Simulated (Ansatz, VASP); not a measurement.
Two plane-wave programs on HfO2

```
CELL_PARAMETERS angstrom
-0.26999 2.42988 2.42988
2.42988 -0.26999 2.42988
2.42988 2.42988 -0.26999
ATOMIC_POSITIONS crystal
Hf 0.00000 0.00000 0.00000
O 0.25000 0.25000 0.25000
O 0.75000 0.75000 0.75000
```

Alike in both runs: task single point; functional r2SCAN; k mesh 8 × 8 × 8; occupations gaussian, width 0.05 eV; no spin polarisation.

```csv
,VASP,Ansatz
version,VASP 6.6.1,Ansatz 0.2.0
potentials or method,"VASP PAW PBE potentials, release 64 (Hf_pv, O)","scalar-relativistic, plane waves, PAW"
plane-wave cutoff (eV),520,500
valence electrons in the cell,22,38
```

Ansatz gave:

| Quantity | Value |
| --- | --- |
| gap on the k mesh at the Fermi level (eV) | 4.47 |
| least direct gap on the mesh (eV) | 4.47 |
| pressure (GPa) | 1.0 |
| largest component of the traceless stress (GPa) | 15.76 |
| rms of the force components (eV/Å) | 1.060 |

Problem. What did VASP give for the same quantities?

Solution. gap on the k mesh at the Fermi level (eV): 4.48; least direct gap on the mesh (eV): 4.48; pressure (GPa): -2.5; largest component of the traceless stress (GPa): 15.12; rms of the force components (eV/Å): 0.998.

Atom by atom the forces differ by 0.062 eV/Å (rms over components). The two sets of potentials don't hold the same shells in valence.

Caveats: the PAW data sets were made with another functional, which shifts forces and pressure a little (VASP); spin-orbit coupling is left out, which moves the levels of the heavy elements. A k mesh can miss the band edges. r2SCAN opens gaps a little over a GGA but as a rule still falls short of measured ones.
